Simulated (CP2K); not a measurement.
Runs of CP2K 2026.2 on InSe. The structure is monoclinic, space group C2/m (No. 12). The conventional cell has a = 11.653 Å, b = 4.109 Å, c = 5.073 Å, α = 90.00°, β = 109.86°, γ = 90.00°. In (site symmetry m) is surrounded by 3 Se at 2.68 to 2.69 Å and 1 In at 2.80 Å. Se (site symmetry m) is surrounded by 3 In at 2.68 to 2.69 Å. The cell comes from a database or a generator and needn't be the stable form of this composition.

| level | potentials or basis | smearing | EPS_DEFAULT | NGRIDS | points a segment of the path (NPOINTS) | bands added on the path | CUTOFF of the grids | gap on the mesh (eV) | pressure (GPa) | largest force (eV/Å) |
| --- | --- | --- | --- | --- | --- | --- | --- | --- | --- | --- |
| r2SCAN | POTENTIAL_UZH In GTH-SCAN-q13, Se GTH-SCAN-q6; TZVP-MOLOPT-SCAN-GTH basis | fermi-dirac 0.0259 eV | 1.0E-9 | 5 | 6 | 4 | 675 Ry | 1.45 | -0.1 | 0.08 |
| TASK | POTENTIAL_UZH In GTH-SCAN-q13, Se GTH-SCAN-q6; TZVP-MOLOPT-SCAN-GTH basis | fermi-dirac 0.0259 eV | 1.0E-10 | 5 | 8 | 6 | 675 Ry | 1.55 | (a) | 0.31 |
| LDA | GTH_POTENTIALS In GTH-PADE-q13, Se GTH-PADE-q6; TZVP-MOLOPT-PBE-GTH basis | fermi-dirac 0.0259 eV | 1.0E-9 | 4 | 8 | 4 | 450 Ry | 0.98 | -2.4 | 0.04 |
| SCAN | POTENTIAL_UZH In GTH-SCAN-q13, Se GTH-SCAN-q6; TZVP-MOLOPT-SCAN-GTH basis | fermi-dirac 0.01 eV | 1.0E-10 | 4 | 6 | 6 | 675 Ry | (c) | -0.1 | (b) |

Alike in all rows: task band structure; no spin polarisation; cell as given; k mesh 7 × 7 × 6.

Task: Estimate the missing entries.

Result: (a) 2.3; (b) 0.13; (c) 1.33.

Caveats: spin-orbit coupling is left out, which moves the levels of the heavy elements; the basis of atomic orbitals isn't converged, which shifts pressures, moduli and gaps; the potentials were made for another functional, which shifts forces and pressure (some runs).

A k mesh can miss the band edges, and the runs leave out spin-orbit coupling on In, Se.

Not every run made on this cell is shown here.
